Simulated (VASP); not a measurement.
# Si: relaxation of cell and atoms with LDA

Crystal: Si.

```
Si
1.0
     3.83132    0.00000    0.00000
    -1.91566    3.31802    0.00000
     0.00000    0.00000    6.33262
Si
4
Direct
  0.66667 0.33333 0.93699
  0.33333 0.66667 0.43699
  0.66667 0.33333 0.56301
  0.33333 0.66667 0.06301
```

This isn't the form of Si at room conditions, which is diamond.

* Program: VASP 6.6.1
* Task: relaxation of cell and atoms
* Functional: LDA
* Potentials or basis: VASP PAW LDA potentials, release 64 (Si)
* Cutoff: 600 eV
* k mesh: 8 × 8 × 4
* Occupations: gaussian, width 0.02 eV
* Spin: no spin polarisation
* Ladder: gaps
* Further INCAR settings: ALGO = Normal; EDIFF = 1e-06; IBRION = 2; EDIFFG = -0.005; NSW = 60; ISIF = 3

The relaxed volume is 19.70 Å³/atom. The relaxed cell is a = 3.804 Å, b = 3.804 Å, c = 6.288 Å, α = 90.00°, β = 90.00°, γ = 120.00° and the space group after relaxing (to 0.05 Å) is P6_3/mmc (No. 194). The energy gained by relaxing is 2.7 meV/atom. The ionic steps are 5, the pressure after relaxing is 0.0 GPa and the band gap on the k mesh is 0.27 eV, indirect (least direct gap 0.99 eV).

Forces in eV/Å, atoms in the order of the input:
```
Si   0.000  0.000  0.003
Si   0.000  0.000  0.003
Si   0.000  0.000 -0.003
Si   0.000  0.000 -0.003
```

Step by step:
| step | energy change (eV) | largest force (eV/Å) | pressure (GPa) | volume (Å³) |
| --- | --- | --- | --- | --- |
| 1 | 0.0000 | 0.0156 | -1.99 | 80.50 |
| 2 | -0.0055 | 0.0224 | 1.49 | 77.62 |
| 3 | -0.0109 | 0.0063 | 0.00 | 78.79 |
| 4 | -0.0109 | 0.0067 | 0.04 | 78.76 |
| 5 | -0.0109 | 0.0027 | -0.02 | 78.81 |

Final structure:
```yaml
crystal:
  lattice:
    - [3.80413, 0.00000, 0.00000]
    - [-1.90207, 3.29447, 0.00000]
    - [0.00000, 0.00000, 6.28810]
  atoms:
    - { symbol: Si, position: [0.66667, 0.33333, 0.93701] }
    - { symbol: Si, position: [0.33333, 0.66667, 0.43701] }
    - { symbol: Si, position: [0.66667, 0.33333, 0.56299] }
    - { symbol: Si, position: [0.33333, 0.66667, 0.06299] }
```

Levels at points of the mesh, in eV from the valence-band top:
| k point | band 6 | band 7 | band 8 | band 9 | band 10 | band 11 |
| --- | --- | --- | --- | --- | --- | --- |
| (0.00, 0.00, 0.00) | -0.36 | 0.00 | 0.00 | 0.99 | 1.95 | 1.95 |
| (0.50, 0.00, 0.00) | -3.12 | -3.09 | -1.46 | 0.27 | 2.29 | 2.87 |
| (0.00, 0.00, 0.50) | -0.95 | -0.95 | -0.95 | 1.77 | 1.77 | 2.93 |
| (0.50, 0.00, 0.50) | -2.50 | -2.47 | -2.47 | 0.81 | 0.81 | 1.55 |

Wall time 50 s on 2 MPI ranks on Intel(R) Xeon(R) Platinum 8375C CPU @ 2.90GHz (Ice Lake), on a shared host, peak memory 0.19 GiB a rank.

A k mesh can miss the band edges. Expect the measured gap to be larger: semilocal functionals such as LDA lack the derivative discontinuity.
